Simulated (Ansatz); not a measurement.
# SiGeO4: the cost of one run

Program: Ansatz 0.2.0. Level of theory: DFT PBE, scalar-relativistic, plane waves, PAW. These are calculated values, not measurements.

## 1. The starting structure

Symmetry: P-3m1, No. 164, trigonal system. Conventional cell: a = 5.441 Å, b = 5.441 Å, c = 8.999 Å, α = 90.00°, β = 90.00°, γ = 120.00°. Si (site symmetry 3m) is surrounded by 4 O at 1.62 to 1.65 Å. Ge (site symmetry 3m) has 4 O at 1.71 to 1.73 Å as nearest neighbours. O (site symmetry 2/m) has 2 Si at 1.65 Å as nearest neighbours. O (site symmetry 2/m) is surrounded by 2 Ge at 1.71 Å. O (site symmetry 3m) has 1 Si at 1.62 Å and 1 Ge at 1.73 Å as nearest neighbours.

Coordinates:

```xyz
12
Lattice="5.4408 0.0000 0.0000 -2.7204 4.7119 0.0000 0.0000 0.0000 8.9993" Properties=species:S:1:pos:R:3 pbc="T T T"
Si    2.7204    1.5706    8.5091
Si    0.0000    3.1412    0.4902
Ge    0.0000    3.1412    3.8357
Ge    2.7204    1.5706    5.1636
O    -1.3602    2.3559    0.0000
O     2.7204    0.0000    4.4997
O     1.3602    2.3559    4.4997
O     1.3602    2.3559    0.0000
O     2.7204    1.5706    6.8913
O     0.0000    3.1412    2.1080
O    -1.3602    2.3559    4.4997
O     2.7204    0.0000    0.0000
```

The cell was relaxed beforehand at this level, from a generated guess; it needn't be the stable form of this composition. At a tolerance of 0.02 Å it has space group P-3m1 (No. 164); it has 19.23 Å³/atom, an uncorrected energy of -2.08 eV/atom over the elements.

## 2. Bands, states and charges

input.yaml reads:

```yaml
crystal:
  lattice:
    - [5.4408018816, 0.0, 0.0]
    - [-2.7204009408, 4.7118726464, 0.0]
    - [0.0, 0.0, 8.9993221117]
  atoms:
    - { symbol: Si, position: [0.6666666667, 0.3333333333, 0.9455245335] }
    - { symbol: Si, position: [0.3333333333, 0.6666666667, 0.0544754665] }
    - { symbol: Ge, position: [0.3333333333, 0.6666666667, 0.4262200457] }
    - { symbol: Ge, position: [0.6666666667, 0.3333333333, 0.5737799543] }
    - { symbol: O, position: [0.0, 0.5, 0.0] }
    - { symbol: O, position: [0.5, 0.0, 0.5] }
    - { symbol: O, position: [0.5, 0.5, 0.5] }
    - { symbol: O, position: [0.5, 0.5, 0.0] }
    - { symbol: O, position: [0.6666666667, 0.3333333333, 0.7657598238] }
    - { symbol: O, position: [0.3333333333, 0.6666666667, 0.2342401762] }
    - { symbol: O, position: [0.0, 0.5, 0.5] }
    - { symbol: O, position: [0.5, 0.0, 0.0] }
basis:
  ecutwfc: 420
kpoints:
  mp_grid: { grid: [6, 6, 4] }
  band_path:
    path:
      - [[0.0, 0.0, 0.0], [0.5, 0.0, 0.0], [0.33333333, 0.33333333, 0.0], [0.0, 0.0, 0.0], [0.0, 0.0, 0.5], [0.5, 0.0, 0.5], [0.33333333, 0.33333333, 0.5], [0.0, 0.0, 0.5]]
      - [[0.5, 0.0, 0.5], [0.5, 0.0, 0.0]]
      - [[0.33333333, 0.33333333, 0.5], [0.33333333, 0.33333333, 0.0]]
    npoints: 10
hamiltonian:
  xc: pbe
scf:
  occupations: { method: gaussian, width: 0.02 }
  n_extra_bands: 30
output:
  forces: true
  stress: true
  eigenvalues: true
  populations: true
  dos: { projected: true, de: 0.02, nscf_kmesh: { grid: [9, 9, 6] } }
  bader: false
  write_density: true
  write_potential: true
  elf: true
  volumetric_format: npy
```

Command:

```console
ansatz run input.yaml --threads 1 --pin off --max-ram 2560MiB --backend cpu --events-out ev --progress --plain --runs-dir out
```

Q: Estimate wall time and peak memory on 1 thread of Intel Xeon at 2.70GHz, shared host.

About 99 s, with a peak of 1.1 GiB.
